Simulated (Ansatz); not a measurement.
## Calculated with Ansatz: Mg3Sb2, relaxation

The input file (Ansatz 0.2.0, plane waves):

```yaml
crystal:
  lattice:
    - [4.616819, 0.0, 0.0]
    - [-2.30841, 3.998285, 0.0]
    - [0.0, 0.0, 7.299048]
  atoms:
    - { symbol: Mg, position: [0.3333, 0.6667, 0.63] }
    - { symbol: Mg, position: [0.6667, 0.3333, 0.37] }
    - { symbol: Sb, position: [0.3333, 0.6667, 0.235] }
    - { symbol: Sb, position: [0.6667, 0.3333, 0.765] }
    - { symbol: Mg, position: [0.0, 0.0, 0.0] }
  symmetry: { tolerance: 0.0003 }
kpoints:
  mp_grid: { grid: [7, 7, 4], shift: [0, 0, 0] }
magnetization:
  spin_polarized: false
scf:
  occupations: { method: gaussian, width: 0.0172 }
  lower_state_search: "off"
hamiltonian:
  pseudopotentials: { kind: paw }
  xc: pbe
basis:
  ecutwfc: 420
  fft_grid_basis: typed
relax:
  max_steps: 80
  cell: { p_target: 0.0 }
output:
  forces: true
  stress: true
  eigenvalues: true
  bader: true
  populations: true
  elf: true
  write_potential: true
  volumetric_format: npy
  dos:
    e_range: [-12, 8]
    de: 0.05
    projected: { site_lists: { Mg: [Mg], Sb: [Sb] } }
checkpoint:
  read: saved_state
```

Run with:

```bash
ansatz run input.yaml --threads 2 --pin off --max-ram 3584MiB --backend cpu --events-out ev --progress --plain --runs-dir out
```

Origin of the cell: a database entry, scaled a little.

The saved state is a converged single point of the same cell.

Steps («new basis» is an SCF on plane waves selected anew at the same cell):

```
step  ΔF (meV/atom)  max force component (eV/Å)  P (GPa)  volume (Å³)  SCF iterations   step was
   1            0.0                       0.402    -0.13       134.74               5   accepted
   2           -2.8                       0.296    -0.24       133.00               6   accepted
   3           -6.0                       0.017    -0.13       133.36               5   accepted
   4           -6.0                       0.002    -0.03       133.10               4   accepted
   5           -6.0                       0.002    -0.03       133.10               5  new basis
```

The starting structure.

Space group P-3m1 (No. 164); the run's cell has a = 4.617 Å, b = 4.617 Å, c = 7.299 Å, α = 90.00°, β = 90.00°, γ = 120.00°. Shortest distances: Mg–Sb 2.84 Å, Mg–Mg 3.27 Å.

The relaxed structure.

Space group P-3m1 (No. 164); the run's cell has a = 4.598 Å, b = 4.598 Å, c = 7.270 Å, α = 90.00°, β = 90.00°, γ = 120.00°. Shortest distances: Mg–Sb 2.85 Å, Mg–Mg 3.28 Å.

```xyz
5
Lattice="4.5980 0.0000 0.0000 -2.2990 3.9820 0.0000 0.0000 0.0000 7.2697" Properties=species:S:1:pos:R:3 pbc="T T T"
Mg    0.0000    2.6547    4.5963
Mg    2.2990    1.3273    2.6734
Sb    0.0000    2.6547    1.6411
Sb    2.2990    1.3273    5.6286
Mg    0.0000    0.0000    0.0000
```

```
Free energy lowered by  : 6.0 meV/atom
Volume change           : -1.21 %
Final pressure          : -0.03 GPa
Relaxation steps listed : 5
Gap on the mesh         : 0.21 eV
```

Caveats: no spin-orbit coupling, though heavy elements are present; the relaxation held the start's symmetry, so the end may be a saddle point.

It ran for 41 s on 2 threads of Arm Neoverse V1, with other jobs on the host, peak memory 0.45 GiB, from a saved density.
